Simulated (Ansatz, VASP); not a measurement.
## One calculation of CoSi, two programs

```
Co Si
1.0
     2.79975    0.00000    0.00000
     0.00000    2.79975    0.00000
     0.00000    0.00000    2.79975
Co Si
1 1
Direct
  0.00000 0.00000 0.00000
  0.50000 0.50000 0.50000
```

Change from the starting cell: volume scaled by 1.02.

Alike in both runs: task single point; functional PBE; k mesh 10 × 10 × 10; occupations fermi-dirac, width 0.05 eV; collinear spin.

```csv
,VASP,Ansatz
version,VASP 6.6.1,Ansatz 0.2.0
potentials or method,"VASP PAW PBE potentials, release 64 (Co, Si), cutoff 520 eV","all-electron LAPW, scalar-relativistic"
```

|  | VASP | Ansatz | Ansatz less VASP |
| --- | --- | --- | --- |
| gap on the k mesh at the Fermi level (eV) | none | none | - |
| pressure (GPa) | -3.5 | -3.4 | +0.17 |
| net moment per atom (μB) | 0.27 | 0.28 | +0.007 |
| size of the moment on the site where the two differ most (μB) | 0.56 | 0.58 | +0.021 |

Site moments also hang on the region over which each program counts them. A gap of «none» marks a metal or a gap that the smearing closes. Ansatz ran all-electron here, so the differences hold the error of VASP's frozen core and of both bases.
